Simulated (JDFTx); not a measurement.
Runs of JDFTx 1.7.0 (patched build) on WS2 (Tungstenite). It takes space group P6_3/mmc (No. 194, hexagonal). The conventional cell has a = 3.180 Å, b = 3.180 Å, c = 12.500 Å, α = 90.00°, β = 90.00°, γ = 120.00°. W (site symmetry -6m2) is surrounded by 6 S at 2.41 Å. Around S (site symmetry 3m) lie 3 W at 2.41 Å. 

| task | level | potentials or basis | cell | k mesh | cutoff (eV) | smearing | max SCF steps | SCF threshold on the energy | solver of the electrons | further solve for the empty bands | band ratio of the Davidson solver | mesh quality | gap on the mesh (eV) | pressure (GPa) | largest force (eV/Å) |
| --- | --- | --- | --- | --- | --- | --- | --- | --- | --- | --- | --- | --- | --- | --- | --- |
| single point | LDA | PseudoDojo-SR-LDA-0.4.1-standard with smoothed tails | as given | 4 × 4 × 1 | 952 | fermi-dirac 0.05 eV | 100 | 1e-09 Ha | scf | yes | - | coarse | 1.32 | -6.2 | 0.46 |
| single point | PBEsol | PseudoDojo-SR-PBEsol-0.4.1-standard with smoothed tails | as given | 10 × 10 × 3 | 1007 | fermi-dirac 0.05 eV | 100 | 1e-09 Ha | scf | yes | - | not flagged | 1.08 | -2.7 | 0.15 |
| single point | LDA | PseudoDojo-SR-LDA-0.4.1-standard with smoothed tails | as given | 10 × 10 × 3 | 952 | gaussian 0.02 eV | 100 | 1e-09 Ha | scf | yes | - | not flagged | 1.04 | -5.9 | 0.39 |
| single point | PBEsol | PseudoDojo-SR-PBEsol-0.4.1-standard with smoothed tails | as given | 4 × 4 × 1 | 1007 | fermi-dirac 0.05 eV | 100 | 1e-09 Ha | scf | yes | - | coarse | 1.35 | (a) | (b) |
| single point | PBEsol | PseudoDojo-SR-PBEsol-0.4.1-standard with smoothed tails | atoms moved at random, drawn with an rms of 0.05 Å | 10 × 10 × 3 | 1007 | fermi-dirac 0.05 eV | 100 | 1e-09 Ha | scf | yes | - | not flagged | 1.07 | 0.2 | 1.34 |

Alike in all rows: no spin polarisation.

Q: Fill in the values left out.

A: (a) -3.0; (b) 0.23.

Caveats: some runs use coarse meshes; spin-orbit coupling is left out, which moves the levels of the heavy elements; an odd mesh through Γ misses points on the zone boundary, where band edges often lie; this functional lacks dispersion, which binds the layers, so the pressure and a relaxed spacing across them are unreliable (some runs); the empty levels aren't tightly converged (some runs).

A k mesh can miss the band edges, and the runs leave out spin-orbit coupling on W.
